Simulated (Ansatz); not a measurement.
**NaI: consecutive steps of a trajectory**

Level of theory: DFT PBE+D3(BJ), scalar-relativistic, plane waves, PAW (Ansatz 0.2.0). Settings: plane waves to 420 eV, k-mesh 1×1×1 (Γ-centred), Fermi–Dirac smearing 0.069 eV. The mesh is coarse. No spin polarisation.

16 atoms, starting at 1.02 times the perfect crystal's volume (space group I4_1/amd, the cell as given, not relaxed at this level); Nosé–Hoover thermostat at 800 K, fixed cell; 78 steps of 1.5 fs. The run is short and not equilibrated.

Positions in Å, velocities in 0.01 Å/fs, forces in eV/Å; dE is the potential energy from the first frame shown.

```xyz
16
Lattice="8.9167 0.0000 0.0000 0.0000 8.9167 0.0000 -2.2292 -2.2292 8.4192" Properties=species:S:1:pos:R:3:v100:R:3:forces:R:3 pbc="T T T" time_fs=39.00 dE_eV=0.0000 T_K=570
Na    1.9724    0.1225    4.2302   -0.2388   -0.0730    0.0572    0.8213   -0.7824    0.0264
Na    6.7560   -0.0166    3.9773    0.1367   -0.0422   -0.5711   -0.0524   -0.0010    0.0426
Na    2.5405    4.5936    4.4878    0.6055    0.3268    0.6452   -0.3325   -0.0455   -0.1240
Na    6.8190    4.4877    3.8570    0.2779    0.0457   -0.8960   -0.0937   -0.0535    0.0152
Na    2.0681    2.0710    0.2204   -0.3188   -0.2606    0.5700    0.2095    0.2940    0.0112
Na    6.4117    2.2820    0.1146   -0.4655    0.0774    0.2528    0.4035   -0.0893   -0.0693
Na    2.1974    6.7476   -0.2236   -0.1615    0.1575   -0.5408   -0.1278    0.0082    0.0564
Na    6.4251    6.4168   -0.2624   -0.3762   -0.4606   -0.6612    0.5167    0.4105    0.0179
I     0.1448    2.0743    4.1005    0.3170   -0.3211   -0.2862   -0.6796    0.8730   -0.0720
I     4.4420    2.2630    4.1265   -0.0109    0.0833   -0.2165    0.2655   -0.0025   -0.0270
I    -0.0142    6.6409    4.3506   -0.0204   -0.1496    0.3784    0.1210   -0.2481    0.1555
I     4.4812    6.7810    4.1849    0.0798    0.2424   -0.0676    0.1902    0.0540   -0.0445
I     0.0181    0.0710    0.1299    0.0074    0.1646    0.3447   -0.3576   -0.2336    0.0932
I     4.5194   -0.0234   -0.0823    0.1362   -0.0633   -0.2247   -0.1723   -0.0760   -0.1326
I    -0.0700    4.4767    0.0212   -0.1970    0.0553    0.0531   -0.1387    0.0520   -0.0097
I     4.3985    4.4750    0.0861   -0.2141    0.0300    0.2260   -0.5730   -0.1598    0.0607
16
Lattice="8.9167 0.0000 0.0000 0.0000 8.9167 0.0000 -2.2292 -2.2292 8.4192" Properties=species:S:1:pos:R:3:v100:R:3:forces:R:3 pbc="T T T" time_fs=40.50 dE_eV=0.0207 T_K=560
Na    1.9692    0.1210    4.2311   -0.1865   -0.1232    0.0591    0.8462   -0.8084    0.0300
Na    6.7581   -0.0172    3.9687    0.1336   -0.0423   -0.5688   -0.0509   -0.0006    0.0434
Na    2.5495    4.5985    4.4974    0.5847    0.3241    0.6377   -0.3410   -0.0487   -0.1279
Na    6.8231    4.4884    3.8436    0.2722    0.0423   -0.8957   -0.0942   -0.0551    0.0150
Na    2.0635    2.0672    0.2289   -0.3055   -0.2419    0.5712    0.2217    0.3076    0.0127
Na    6.4050    2.2831    0.1184   -0.4402    0.0718    0.2486    0.4110   -0.0897   -0.0707
Na    2.1949    6.7500   -0.2317   -0.1697    0.1582   -0.5376   -0.1292    0.0085    0.0572
Na    6.4197    6.4101   -0.2724   -0.3435   -0.4348   -0.6605    0.5276    0.4188    0.0178
I     0.1495    2.0696    4.0962    0.3093   -0.3112   -0.2873   -0.7062    0.9035   -0.0768
I     4.4418    2.2642    4.1233   -0.0079    0.0833   -0.2170    0.2701    0.0009   -0.0275
I    -0.0145    6.6386    4.3563   -0.0190   -0.1525    0.3805    0.1211   -0.2529    0.1610
I     4.4825    6.7846    4.1838    0.0821    0.2432   -0.0681    0.1950    0.0581   -0.0466
I     0.0182    0.0734    0.1351    0.0033    0.1620    0.3460   -0.3685   -0.2473    0.0946
I     4.5214   -0.0244   -0.0856    0.1343   -0.0643   -0.2264   -0.1751   -0.0824   -0.1378
I    -0.0730    4.4776    0.0220   -0.1988    0.0559    0.0531   -0.1416    0.0520   -0.0093
I     4.3952    4.4754    0.0895   -0.2209    0.0281    0.2269   -0.5859   -0.1643    0.0649
16
Lattice="8.9167 0.0000 0.0000 0.0000 8.9167 0.0000 -2.2292 -2.2292 8.4192" Properties=species:S:1:pos:R:3:v100:R:3:forces:R:3 pbc="T T T" time_fs=42.00 dE_eV=0.0394 T_K=551
Na    1.9668    0.1188    4.2320   -0.1327   -0.1749    0.0611    0.8669   -0.8301    0.0335
Na    6.7600   -0.0178    3.9602    0.1305   -0.0423   -0.5665   -0.0490    0.0001    0.0441
Na    2.5581    4.6033    4.5069    0.5634    0.3211    0.6300   -0.3490   -0.0520   -0.1319
Na    6.8272    4.4890    3.8301    0.2664    0.0388   -0.8954   -0.0945   -0.0567    0.0148
Na    2.0590    2.0637    0.2375   -0.2914   -0.2222    0.5725    0.2337    0.3209    0.0144
Na    6.3985    2.2842    0.1221   -0.4144    0.0662    0.2443    0.4177   -0.0898   -0.0721
Na    2.1923    6.7523   -0.2398   -0.1780    0.1588   -0.5344   -0.1303    0.0088    0.0579
Na    6.4148    6.4037   -0.2823   -0.3103   -0.4086   -0.6599    0.5368    0.4257    0.0180
I     0.1541    2.0650    4.0919    0.3014   -0.3010   -0.2884   -0.7289    0.9297   -0.0814
I     4.4417    2.2655    4.1200   -0.0048    0.0834   -0.2175    0.2744    0.0045   -0.0280
I    -0.0148    6.6363    4.3620   -0.0177   -0.1556    0.3826    0.1209   -0.2575    0.1664
I     4.4837    6.7882    4.1828    0.0844    0.2440   -0.0687    0.1996    0.0620   -0.0488
I     0.0182    0.0759    0.1403   -0.0010    0.1592    0.3473   -0.3792   -0.2608    0.0959
I     4.5234   -0.0254   -0.0890    0.1324   -0.0653   -0.2281   -0.1776   -0.0887   -0.1431
I    -0.0760    4.4784    0.0228   -0.2005    0.0565    0.0530   -0.1444    0.0520   -0.0090
I     4.3918    4.4758    0.0929   -0.2278    0.0263    0.2278   -0.5970   -0.1678    0.0691
16
Lattice="8.9167 0.0000 0.0000 0.0000 8.9167 0.0000 -2.2292 -2.2292 8.4192" Properties=species:S:1:pos:R:3:v100:R:3:forces:R:3 pbc="T T T" time_fs=43.50 dE_eV=0.0558 T_K=543
Na    1.9652    0.1158    4.2329   -0.0777   -0.2278    0.0634    0.8832   -0.8471    0.0368
Na    6.7620   -0.0185    3.9517    0.1276   -0.0423   -0.5642   -0.0468    0.0008    0.0449
Na    2.5664    4.6081    4.5163    0.5417    0.3180    0.6221   -0.3566   -0.0555   -0.1358
Na    6.8311    4.4895    3.8167    0.2607    0.0352   -0.8953   -0.0945   -0.0583    0.0145
Na    2.0547    2.0605    0.2461   -0.2765   -0.2018    0.5739    0.2454    0.3337    0.0161
Na    6.3925    2.2851    0.1257   -0.3882    0.0606    0.2399    0.4236   -0.0897   -0.0734
Na    2.1896    6.7547   -0.2477   -0.1863    0.1595   -0.5312   -0.1311    0.0090    0.0585
Na    6.4104    6.3978   -0.2922   -0.2765   -0.3819   -0.6593    0.5442    0.4311    0.0183
I     0.1586    2.0605    4.0876    0.2932   -0.2905   -0.2896   -0.7472    0.9511   -0.0858
I     4.4417    2.2667    4.1167   -0.0016    0.0836   -0.2180    0.2784    0.0082   -0.0283
I    -0.0150    6.6340    4.3678   -0.0163   -0.1586    0.3849    0.1205   -0.2621    0.1717
I     4.4850    6.7919    4.1818    0.0867    0.2450   -0.0693    0.2038    0.0657   -0.0509
I     0.0181    0.0782    0.1455   -0.0054    0.1563    0.3487   -0.3896   -0.2741    0.0970
I     4.5254   -0.0263   -0.0925    0.1304   -0.0664   -0.2300   -0.1799   -0.0947   -0.1483
I    -0.0790    4.4793    0.0236   -0.2024    0.0572    0.0529   -0.1473    0.0520   -0.0086
I     4.3884    4.4762    0.0964   -0.2349    0.0244    0.2288   -0.6062   -0.1702    0.0731
16
Lattice="8.9167 0.0000 0.0000 0.0000 8.9167 0.0000 -2.2292 -2.2292 8.4192" Properties=species:S:1:pos:R:3:v100:R:3:forces:R:3 pbc="T T T" time_fs=45.00 dE_eV=0.0697 T_K=537
Na    1.9645    0.1119    4.2339   -0.0218   -0.2817    0.0658    0.8947   -0.8590    0.0399
Na    6.7639   -0.0191    3.9433    0.1249   -0.0423   -0.5618   -0.0443    0.0018    0.0455
Na    2.5743    4.6128    4.5256    0.5195    0.3147    0.6140   -0.3637   -0.0590   -0.1395
Na    6.8350    4.4900    3.8033    0.2550    0.0315   -0.8952   -0.0942   -0.0598    0.0141
Na    2.0507    2.0576    0.2547   -0.2610   -0.1806    0.5755    0.2567    0.3460    0.0180
Na    6.3869    2.2860    0.1293   -0.3618    0.0550    0.2355    0.4286   -0.0892   -0.0746
Na    2.1867    6.7571   -0.2557   -0.1948    0.1602   -0.5280   -0.1315    0.0092    0.0589
Na    6.4065    6.3923   -0.3020   -0.2423   -0.3550   -0.6587    0.5498    0.4348    0.0189
I     0.1629    2.0562    4.0832    0.2849   -0.2798   -0.2909   -0.7609    0.9676   -0.0899
I     4.4417    2.2680    4.1135    0.0016    0.0837   -0.2185    0.2822    0.0121   -0.0286
I    -0.0152    6.6316    4.3736   -0.0150   -0.1618    0.3872    0.1197   -0.2667    0.1769
I     4.4863    6.7956    4.1807    0.0892    0.2460   -0.0700    0.2077    0.0691   -0.0529
I     0.0180    0.0805    0.1508   -0.0099    0.1532    0.3501   -0.3996   -0.2869    0.0980
I     4.5273   -0.0273   -0.0959    0.1285   -0.0676   -0.2319   -0.1820   -0.1006   -0.1536
I    -0.0821    4.4801    0.0244   -0.2043    0.0578    0.0529   -0.1500    0.0520   -0.0081
I     4.3848    4.4765    0.0998   -0.2420    0.0224    0.2299   -0.6134   -0.1713    0.0770
16
Lattice="8.9167 0.0000 0.0000 0.0000 8.9167 0.0000 -2.2292 -2.2292 8.4192" Properties=species:S:1:pos:R:3:v100:R:3:forces:R:3 pbc="T T T" time_fs=46.50 dE_eV=0.0808 T_K=532
Na    1.9646    0.1073    4.2349    0.0348   -0.3363    0.0685    0.9011   -0.8653    0.0427
Na    6.7657   -0.0197    3.9349    0.1223   -0.0422   -0.5595   -0.0414    0.0029    0.0462
Na    2.5819    4.6175    4.5347    0.4969    0.3112    0.6057   -0.3704   -0.0626   -0.1432
Na    6.8388    4.4905    3.7899    0.2493    0.0278   -0.8952   -0.0936   -0.0612    0.0137
Na    2.0469    2.0551    0.2634   -0.2447   -0.1586    0.5773    0.2675    0.3577    0.0199
Na    6.3817    2.2868    0.1328   -0.3350    0.0495    0.2310    0.4329   -0.0885   -0.0757
Na    2.1837    6.7595   -0.2636   -0.2033    0.1610   -0.5248   -0.1316    0.0093    0.0592
Na    6.4032    6.3872   -0.3119   -0.2078   -0.3279   -0.6582    0.5536    0.4370    0.0198
I     0.1671    2.0521    4.0789    0.2764   -0.2690   -0.2922   -0.7697    0.9786   -0.0938
I     4.4417    2.2693    4.1102    0.0048    0.0840   -0.2191    0.2858    0.0162   -0.0287
I    -0.0155    6.6291    4.3794   -0.0136   -0.1650    0.3897    0.1187   -0.2713    0.1820
I     4.4877    6.7993    4.1797    0.0917    0.2470   -0.0707    0.2112    0.0720   -0.0549
I     0.0178    0.0828    0.1560   -0.0145    0.1500    0.3516   -0.4090   -0.2993    0.0987
I     4.5292   -0.0284   -0.0994    0.1265   -0.0688   -0.2339   -0.1838   -0.1062   -0.1588
I    -0.0851    4.4810    0.0252   -0.2062    0.0585    0.0529   -0.1527    0.0520   -0.0076
I     4.3811    4.4769    0.1033   -0.2493    0.0205    0.2310   -0.6184   -0.1713    0.0806
16
Lattice="8.9167 0.0000 0.0000 0.0000 8.9167 0.0000 -2.2292 -2.2292 8.4192" Properties=species:S:1:pos:R:3:v100:R:3:forces:R:3 pbc="T T T" time_fs=48.00 dE_eV=0.0891 T_K=529
Na    1.9655    0.1018    4.2359    0.0916   -0.3912    0.0713    0.9023   -0.8661    0.0451
Na    6.7675   -0.0204    3.9265    0.1199   -0.0420   -0.5572   -0.0382    0.0042    0.0468
Na    2.5892    4.6222    4.5437    0.4739    0.3075    0.5972   -0.3766   -0.0662   -0.1469
Na    6.8425    4.4909    3.7764    0.2437    0.0239   -0.8953   -0.0927   -0.0625    0.0133
Na    2.0433    2.0529    0.2720   -0.2278   -0.1359    0.5792    0.2777    0.3686    0.0219
Na    6.3768    2.2875    0.1362   -0.3080    0.0440    0.2264    0.4363   -0.0876   -0.0767
Na    2.1806    6.7620   -0.2714   -0.2118    0.1617   -0.5216   -0.1314    0.0095    0.0594
Na    6.4003    6.3825   -0.3218   -0.1731   -0.3007   -0.6576    0.5554    0.4376    0.0210
I     0.1712    2.0482    4.0745    0.2679   -0.2581   -0.2936   -0.7735    0.9842   -0.0972
I     4.4418    2.2705    4.1069    0.0081    0.0843   -0.2196    0.2890    0.0205   -0.0288
I    -0.0157    6.6266    4.3853   -0.0123   -0.1683    0.3922    0.1174   -0.2759    0.1870
I     4.4891    6.8030    4.1786    0.0942    0.2481   -0.0714    0.2145    0.0746   -0.0568
I     0.0176    0.0850    0.1613   -0.0192    0.1467    0.3531   -0.4179   -0.3110    0.0993
I     4.5311   -0.0294   -0.1030    0.1246   -0.0701   -0.2360   -0.1854   -0.1116   -0.1641
I    -0.0883    4.4819    0.0260   -0.2082    0.0591    0.0528   -0.1553    0.0519   -0.0071
I     4.3773    4.4771    0.1067   -0.2566    0.0186    0.2322   -0.6214   -0.1700    0.0839
```

**Question.** What is the next frame?

**Answer.**
```xyz
16
Lattice="8.9167 0.0000 0.0000 0.0000 8.9167 0.0000 -2.2292 -2.2292 8.4192" Properties=species:S:1:pos:R:3:v100:R:3:forces:R:3 pbc="T T T" time_fs=49.50 dE_eV=0.0945 T_K=528
Na    1.9673    0.0956    4.2370    0.1484   -0.4461    0.0743    0.8983   -0.8611    0.0471
Na    6.7693   -0.0210    3.9181    0.1178   -0.0417   -0.5548   -0.0347    0.0056    0.0473
Na    2.5962    4.6268    4.5526    0.4505    0.3035    0.5886   -0.3824   -0.0698   -0.1507
Na    6.8461    4.4912    3.7630    0.2382    0.0200   -0.8955   -0.0916   -0.0638    0.0129
Na    2.0401    2.0510    0.2807   -0.2103   -0.1125    0.5813    0.2872    0.3787    0.0241
Na    6.3724    2.2881    0.1396   -0.2808    0.0386    0.2218    0.4389   -0.0864   -0.0778
Na    2.1774    6.7644   -0.2792   -0.2203    0.1625   -0.5185   -0.1309    0.0095    0.0594
Na    6.3980    6.3781   -0.3316   -0.1383   -0.2735   -0.6570    0.5552    0.4366    0.0226
I     0.1752    2.0444    4.0700    0.2594   -0.2471   -0.2951   -0.7723    0.9841   -0.1002
I     4.4420    2.2718    4.1036    0.0114    0.0846   -0.2202    0.2920    0.0249   -0.0287
I    -0.0158    6.6241    4.3912   -0.0110   -0.1717    0.3948    0.1158   -0.2804    0.1919
I     4.4905    6.8067    4.1775    0.0968    0.2493   -0.0721    0.2173    0.0767   -0.0586
I     0.0173    0.0872    0.1666   -0.0241    0.1433    0.3547   -0.4261   -0.3222    0.0997
I     4.5330   -0.0305   -0.1065    0.1226   -0.0715   -0.2382   -0.1867   -0.1168   -0.1693
I    -0.0914    4.4828    0.0268   -0.2102    0.0598    0.0528   -0.1579    0.0519   -0.0065
I     4.3734    4.4774    0.1102   -0.2640    0.0167    0.2334   -0.6221   -0.1675    0.0869
```